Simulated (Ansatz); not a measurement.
(111) slab cut from the bulk of Ta, 15 Å of vacuum:

```yaml
crystal:
  lattice:
    - [2.95259, 0.00000, 0.00000]
    - [-1.47629, 2.55702, 0.00000]
    - [0.00000, 0.00000, 24.64311]
  atoms:
    - { symbol: Ta, position: [0.66667, 0.33333, 0.30434] }
    - { symbol: Ta, position: [0.33333, 0.66667, 0.40217] }
    - { symbol: Ta, position: [0.00000, 0.00000, 0.50000] }
    - { symbol: Ta, position: [0.66667, 0.33333, 0.59783] }
    - { symbol: Ta, position: [0.33333, 0.66667, 0.69566] }
```

Theory: DFT PBEsol, scalar-relativistic, plane waves, PAW in Ansatz 0.2.0. Plane waves to 420 eV, a k mesh through Γ of 12×12×1 on the computed 5-atom cell and Gaussian smearing (0.10 eV); no spin polarisation. A dipole correction removes the field between periodic images along c.

This base run converges in 7 iterations with a largest force of 0.158 eV/Å and a work function of 4.74 eV on the top face.

One setting at a time is then changed, some of them on purpose to poor values; changes count from the base run, energies are extrapolated to zero smearing, γ keeps the base's bulk energy, atoms stay where they are, a change of functional drops any dispersion correction, and risky runs are capped at 50 to 100 iterations.

Task: What does each change do? k mesh 1×1×1; occupations gaussian 0.5 eV; field of 0.1 V/Å along c; occupations cold 0.2 eV; occupations gaussian 0.01 eV; no preconditioner, β = 0.7; functional PBE; the slab thickened to 6 atoms (same faces, atoms at the bulk's places).

Result:
```
                                                                change outcome SCF iterations  ΔE (meV/atom)  Δγ (J/m²)  Δφ top (eV) largest force (eV/Å) largest change of a force (eV/Å)
                                                          k mesh 1×1×1                converged              19         +387.0     +2.053        +1.79                 6.874                             6.982
                                           occupations gaussian 0.5 eV                converged               8           -2.2     -0.011        +0.02                 0.135                             0.023
                                              field of 0.1 V/Å along c converged              11           -0.6                                         0.163                             0.005
                                               occupations cold 0.2 eV                converged               7           -0.1      0.000        -0.01                 0.130                             0.028
                                          occupations gaussian 0.01 eV                converged              10           +0.3     +0.001        +0.02                 0.224                             0.067
                                            no preconditioner, β = 0.7  converged with warnings              18            0.0      0.000                              0.158                             0.000
                                                        functional PBE                converged               8                                  -0.09                 0.206                             0.315
the slab thickened to 6 atoms (same faces, atoms at the bulk's places) converged               8          -82.2     +0.006        -0.01                 0.154
```

Spin-orbit coupling is left out, which matters for the bands of heavy elements. The smearing is narrow for a metal on this mesh.

The reference crystal is the fcc form of Ta, which isn't its usual structure.

Cost: 9 runs of about 2.6 core-minutes in all, on Arm Neoverse V1 (shared hosts).